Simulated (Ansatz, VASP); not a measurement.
## Sn in VASP and in Ansatz

The input INCAR:

```
SYSTEM = Sn
  PREC = Accurate
  ENCUT = 520
  EDIFF = 1E-6
  ISMEAR = 0
  SIGMA = 0.1
  LREAL = .False.
  LASPH = .True.
  NELM = 100
  ALGO = Fast
  ISIF = 2
  LWAVE = .False.
  LCHARG = .False.
  GGA = PS
  NBANDS = 21
```

Contents of KPOINTS:

```
Automatic mesh
0
Gamma
  6 6 6
  0 0 0
```

POSCAR

```
Sn
1.0
    0.0000000000      3.2333428000      3.2333428000
    3.2333428000      0.0000000000      3.2333428000
    3.2333428000      3.2333428000      0.0000000000
Sn
2
Direct
    0.0000000000      0.0000000000      0.0000000000
    0.2500000000      0.2500000000      0.2500000000
```

Input for Ansatz:

```yaml
crystal:
  lattice:
    - [0.0, 3.2333428, 3.2333428]
    - [3.2333428, 0.0, 3.2333428]
    - [3.2333428, 3.2333428, 0.0]
  atoms:
    - { symbol: Sn, position: [0.0, 0.0, 0.0] }
    - { symbol: Sn, position: [0.25, 0.25, 0.25] }
basis:
  ecutwfc: 420
kpoints:
  mp_grid: { grid: [6, 6, 6] }
hamiltonian:
  xc: pbesol
scf:
  occupations: { method: gaussian, width: 0.1 }
output:
  forces: true
  stress: true
  eigenvalues: true
```

The cell was built by a generator and needn't be a form met in nature.

Alike in both runs: task single point; functional PBEsol; k mesh 6 × 6 × 6; occupations gaussian, width 0.1 eV; no spin polarisation.

```csv
,VASP,Ansatz
version,VASP 6.6.1,Ansatz 0.2.0
potentials or method,"VASP PAW PBE potentials, release 64 (Sn_d)","scalar-relativistic, plane waves, PAW"
plane-wave cutoff (eV),520,420
valence electrons in the cell,28,28
```

```tsv
	VASP	Ansatz	Ansatz less VASP
gap on the k mesh at the Fermi level (eV)	none	none	-
pressure (GPa)	1.5	1.6	+0.13
```

A gap of «none» marks a metal or a gap that the smearing closes. With one functional, cell and mesh, what is left measures potentials, basis and numerics.

Caveats: the PAW data sets were made with another functional, which shifts forces and pressure a little (VASP).
